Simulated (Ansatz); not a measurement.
GeTe (alpha-GeTe type, space group R3m)

```yaml
crystal:
  lattice:
    - [2.09351, 1.20869, 3.68680]
    - [-2.09351, 1.20869, 3.68680]
    - [0.00000, -2.41737, 3.68680]
  atoms:
    - { symbol: Ge, position: [0.23184, 0.23184, 0.23184] }
    - { symbol: Te, position: [0.76816, 0.76816, 0.76816] }
```

Two coordinates are scanned: the volume, and the ratio of the stretch along z (the conventional c axis) to the stretch across it. Atoms keep their fractional coordinates.

Method: r2SCAN (plane waves to 500 eV, PAW, scalar-relativistic; Ansatz, a program for electronic structure). k mesh 10×10×10 (Γ-centred), Fermi-Dirac smearing 0.05 eV. Stress and pressure are positive under compression. As the atoms are clamped, bonds stretch with the cell, which overstates energies and stresses. As the smearing reaches across the gap at some points, the response to shear is sensitive to the k mesh, so small differences along c/a are uncertain. GeTe was relaxed with its symmetry unable to fall. Spin-orbit coupling is left out, though Te is heavy. 

**Question.** Give the computed P (GPa) at all points of the grid V/V₀ = 0.960, 0.973, 0.987, 1.000, 1.013, 1.027, 1.040 by (c/a)/(c/a)₀ = 0.920, 0.947, 0.973, 1.000, 1.027, 1.053, 1.080.

**Answer.** P (GPa), with V/V₀ across and (c/a)/(c/a)₀ down:

```
(c/a)/(c/a)₀ \ V/V₀  0.960  0.973  0.987  1.000  1.013  1.027  1.040
-------------------  -----  -----  -----  -----  -----  -----  -----
0.920                  1.5    0.8    0.1   -0.5   -1.1   -1.7   -2.2
0.947                  1.7    1.0    0.3   -0.4   -1.0   -1.5   -2.0
0.973                  1.9    1.2    0.5   -0.2   -0.8   -1.4   -1.9
1.000                  2.1    1.4    0.7    0.0   -0.6   -1.2   -1.7
1.027                  2.3    1.6    0.9    0.2   -0.4   -1.0   -1.6
1.053                  2.6    1.8    1.1    0.4   -0.2   -0.8   -1.4
1.080                  2.7    2.0    1.3    0.6   -0.1   -0.6   -1.2
```

(Under strain, the slope of the energy per volume gives the stress and its curvature an elastic modulus.)
